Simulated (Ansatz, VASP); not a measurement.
**One calculation of Co, two programs**

```xyz
2
Lattice="0.0000 2.5574 2.5574 2.5574 0.0000 2.5574 2.5574 2.5574 0.0000" Properties=species:S:1:pos:R:3 pbc="T T T"
Co    0.6394    0.6394    0.6394
Co    4.4755    4.4755    4.4755
```

Alike in both runs: task single point; functional PBE; k mesh 12 × 12 × 12; occupations fermi-dirac, width 0.1 eV; no spin polarisation.

```csv
,VASP,Ansatz
version,VASP 6.6.1,Ansatz 0.2.0
potentials or method,"VASP PAW PBE potentials, release 64 (Co)","plane waves (420 eV) with PAW, scalar-relativistic"
plane-wave cutoff (eV),520,420
valence electrons in the cell,18,34
```

Ansatz gave:

```
pressure (GPa) : -11.3
```

Q: What did VASP give for the same quantities?

A: Pressure (GPa): -11.6.

With one functional, cell and mesh, what is left measures potentials, basis and numerics. The two sets of potentials don't hold the same shells in valence.

Caveats: the run has no spin polarisation, though such a crystal can be magnetic. Spin polarisation is off, so any magnetic state and its effect on volume and gap are missing.
